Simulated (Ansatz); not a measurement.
Ansatz input

```yaml
crystal:
  lattice:
    - [2.4466363759, 0.0, 0.0]
    - [0.0, 2.4466363759, 0.0]
    - [0.0, 0.0, 2.4466363759]
  atoms:
    - { symbol: Cr, position: [0.0, 0.0, 0.0], spin: 1.5 }
hamiltonian:
  xc: rpbe
  pseudopotentials:
    kind: paw
    azcp:
      Cr: "pseudopotentials/Cr.paw.azcp"
basis:
  ecutwfc: 420
  fft_grid_basis: typed
kpoints:
  mp_grid: { grid: [15, 15, 15], shift: [0, 0, 0] }
magnetization:
  spin_polarized: true
scf:
  occupations: { method: fermi_dirac, width: 0.05 }
  lower_state_search: "off"
output:
  stress: true
```

Output

```
Engine: ansatz 0.2.0, x86_64-unknown-linux-gnu
Pseudopotentials: kind: paw
Pseudopotential: Cr, paw, valence charge 14, recommended cutoff 420 eV (normal) 
Functional definition: RPBE
  parameter kappa = 0.804
  parameter beta = 0.06672455060314922
  exchange = rpbe_x(kappa = kappa, mu = beta*pi^2/3)
  correlation = pbe_c(beta = beta)
Crystal: 1 atoms, lattice volume = 14.646 Å³
Basis set: ecut = 420 eV, 257 PW (Γ)
Bands: 12, of which v1, the nominal top of the filled ones, is band 7 counted from 1 (6 counted from 0)
Symmetry: 48 space group operations
Space group: Pm-3m (ITA 221), of the structure as read, at distance tolerance 2.4e-5 Å
Magnetic group: BNS 221.92 (UNI 1594), of the structure as read, at distance tolerance 2.4e-5 Å
k-points: 120 of 3375
Non-local potential: Cr, projectors of the file, l = 0: 3, l = 1: 2, l = 2: 3, l = 3: 1
PAW form: soft (Blöchl's): semilocal exchange-correlation on the pseudo side does not see the compensation charge
PAW frozen core: Cr, regenerated for the run's functional, and the local potential with it (the file was generated under x = pbe(κ = 0.804, μ = 0.2195149727645171), c = pbe(β = 0.06672455060314922))
PAW one-centre angular grid: Cr, 590 points (default); XC on 64 Gauss nodes
Initial density: superposition of atomic densities (chi_scale 0.1, normalization cell)
Starting moments: Σ|m| = 1.5 μB on 1 of 1 site
Initial wavefunctions: pseudopotential atomic-orbital guess
Functional: x = rpbe, c = pbe(β = 0.06672455060314922)
SCF iter   1: F=—  HF=-3382.014089 eV  |F-HF|=—  |Δ(HF+E_count)|=         —  Δρ=1.75e-1 (↑1.75e-1 ↓4.40e-2)  dr2=4.46e0  dr2_m=1.00e0  M=0.579 μB ∫|m|=0.585 μB  β_m=0.30  ethr=3.10e-3  ⟨swp⟩=3.4  Hψ=13211  notcnv=0
SCF iter   2: F=—  HF=-3381.249550 eV  |F-HF|=—  |Δ(HF+E_count)|=   7.65e-1  Δρ=9.89e-2 (↑9.89e-2 ↓3.80e-2)  dr2=1.10e0  dr2_m=4.78e-1  M=0.571 μB ∫|m|=0.580 μB  β_m=0.30  ethr=3.10e-3  ⟨swp⟩=2.7  Hψ=7341  notcnv=0  defer=86
SCF iter   3: F=—  HF=-3381.062469 eV  |F-HF|=—  |Δ(HF+E_count)|=   1.87e-1  Δρ=4.66e-2 (↑3.98e-2 ↓4.66e-2)  dr2=4.51e-2  dr2_m=2.24e-1  M=0.570 μB ∫|m|=0.581 μB  β_m=0.30  ethr=3.10e-3  ⟨swp⟩=2.8  Hψ=5682  notcnv=0  defer=86
SCF iter   4: F=—  HF=-3381.072206 eV  |F-HF|=—  |Δ(HF+E_count)|=   9.74e-3  Δρ=3.55e-2 (↑3.55e-2 ↓3.05e-2)  dr2=3.28e-3  dr2_m=1.46e-1  M=0.525 μB ∫|m|=0.535 μB  β_m=0.30  ethr=3.22e-4  ⟨swp⟩=2.1  Hψ=6871  notcnv=0  defer=57
SCF iter   5: F=—  HF=-3381.087662 eV  |F-HF|=—  |Δ(HF+E_count)|=   1.55e-2  Δρ=2.65e-2 (↑2.51e-2 ↓2.65e-2)  dr2=4.09e-4  dr2_m=8.93e-2  M=0.497 μB ∫|m|=0.507 μB  β_m=0.30  ethr=2.35e-5  ⟨swp⟩=2.3  Hψ=5456  notcnv=0  defer=57
SCF iter   6: F=—  HF=-3381.099599 eV  |F-HF|=—  |Δ(HF+E_count)|=   1.19e-2  Δρ=2.11e-2 (↑2.11e-2 ↓2.11e-2)  dr2=1.63e-5  dr2_m=5.97e-2  M=0.465 μB ∫|m|=0.475 μB  β_m=0.30  ethr=2.92e-6  ⟨swp⟩=2.0  Hψ=5544  notcnv=0  defer=57
...
SCF iter  16: F=-3381.129023 eV  HF=-3381.129023 eV  |F-HF|=1.02e-8  |Δ(HF+E_count)|=   3.28e-8  Δρ=1.59e-5 (↑1.57e-5 ↓1.59e-5)  dr2=2.67e-9  dr2_m=3.10e-8  M=-0.002 μB ∫|m|=0.002 μB  β_m=0.91  ethr=3.49e-10  ⟨swp⟩=1.9  Hψ=8923  notcnv=0
iter 17 did not close the SCF: its close was put off for a magnetic moment that had not settled (scf_convergence_deferred on its scf_iter line)
SCF iter  17: F=-3381.129023 eV  HF=-3381.129023 eV  |F-HF|=8.17e-10  |Δ(HF+E_count)|=   8.56e-8  Δρ=5.08e-6 (↑4.24e-6 ↓5.08e-6)  dr2=2.94e-10  dr2_m=2.63e-9  M=-0.000 μB ∫|m|=0.000 μB  β_m=0.96  ethr=1.91e-11  ⟨swp⟩=1.0  Hψ=8567  notcnv=0
iter 18 did not close the SCF: its close was put off for a magnetic moment that had not settled (scf_convergence_deferred on its scf_iter line)
SCF iter  18: F=-3381.129023 eV  HF=-3381.129023 eV  |F-HF|=3.73e-11  |Δ(HF+E_count)|=   7.18e-9  Δρ=1.07e-6 (↑9.37e-7 ↓1.07e-6)  dr2=1.13e-11  dr2_m=1.25e-10  M=-0.000 μB ∫|m|=0.000 μB  β_m=0.98  ethr=2.10e-12  ⟨swp⟩=1.0  Hψ=8564  notcnv=0
SCF iter  19: F=-3381.129023 eV  HF=-3381.129023 eV  |F-HF|=1.36e-12  |Δ(HF+E_count)|=  3.39e-10  Δρ=5.89e-8 (↑4.31e-8 ↓5.89e-8)  dr2=5.58e-13  dr2_m=1.58e-13  M=0.000 μB ∫|m|=0.000 μB  ethr=1.00e-12  ⟨swp⟩=1.0  Hψ=8164  notcnv=0
WARN: the starting moments were not kept: the SCF closed with an absolute magnetisation of 1.2e-6 μB, where they sum to 1.5 μB in size (1 site). That is at most 0.1 of that sum. Measured as dr2_m measures the in/out step, that magnetisation stands 1.4e-12 eV from none, at or under the dr2_threshold of 1.0e-7 eV: it is no larger than a step whose dr2_m would equal this threshold. The system may hold no moment; this SCF shows only that its start led to no more than that. To try another start: raise the starting moments (crystal.atoms[].spin, magnetization.per_species, magnetization.initial_magnetization, or on a non-collinear deck that types none of these the spinor_matrix: blocks that start its atoms; where the total moment is fixed, keep their sum and leave initial_magnetization as it is; typed ones take the place of any that the run laid by itself, positive ones on a crystal's lanthanoids without a Hubbard term where scf.initial_density.shell_occupations: [] is typed) or, if the notice of its spin-set hold's release reads "site moments contracting" or "site moments show no strong build", lengthen the hold (scf.mixing.spin_hold: { on: { confirm: 4 } }; for m-r²SCAN on two components see the key's manual first). Each may lead to a state that holds a moment. A second SCF, from the converged charge density, with the starting moments and any scf.initial_density.shell_occupations laid on it anew, would have followed, and was not run: the deck does not ask for one (magnetization.retry_lost_moments is false, the default). To let it run, set magnetization.retry_lost_moments: true and run the deck again, where that key's refused combinations let it; where memory then withholds it, that run's warning says so.
SCF 1 converged in 19 iterations: F = -3381.129023 eV  dr2 = 5.58e-13
SCF converged after 19 iterations
Magnetization: 0.0000 μB (7.0000 up, 7.0000 down)
Absolute magnetization: 0.0000 μB (∫|ρ↑−ρ↓|, with the PAW one-centre terms)
Spin contamination: 0.0000 ħ² per cell (⟨S²⟩ above its minimum at these occupations)
Per-site moments (μB) at R_I (Å): [(1.0798869718052927e-6, 1.0092375050587499)]
Free energy (F): -3381.129023 eV
Harris-Foulkes:  -3381.129023 eV  (|F-HF|=1.36e-12)
Internal energy: -3381.112899 eV  (E = F + TS)
E sigma→0 (E₀):  -3381.120961 eV
Entropy (-TS):   -0.016125 eV (-16.125 meV/atom)
Fermi energy:    14.770507 eV
--- Per-component energies (eV) ---
  E_band       = -205.893499
  E_kinetic    = 341.227474
  E_local      = -1443.170698  (includes V_loc(G=0)·N_el)
  E_nonlocal   = 79.506085
  E_hartree    = 616.922023
  E_xc         = -138.422373
  E_vxc        = -176.144832  (∫ρ·V_xc dr)
  E_paw        = -1200.635143  (= ΣΔE_a)
  E_vpaw       = -241.155911  (= ΣTr[D̂ρ^β])
  E_aug_tail   = 0.000374  (compensation charges beyond the density's cutoff)
  E_ewald      = -1636.489863
  E_core_change = -0.050776  (= ΣΔE_core)
  E_smearing   = -0.016125  (= −TS)
  E_closure    = 0.000000  (closes the sum)
  Σ components = -3381.129023   (vs F -3381.129023, Δ=0.00e0)
--- Stress (GPa, compression-positive) ---
      -15.010671       0.000000       0.000000
       -0.000000     -15.010671       0.000000
        0.000000       0.000000     -15.010671
  P = ⅓ Tr σ = -15.0107 GPa (-150.107 kbar)
```

Launched by

```sh
ansatz run input.yaml --threads 2 --pin off --max-ram 5120MiB --backend cpu --events-out ev --progress --plain --runs-dir out
```

On 2 threads of AMD EPYC 9R45 (Zen 5) (shared host) this took about 1.5 s of wall time and 2.6 s of CPU time.
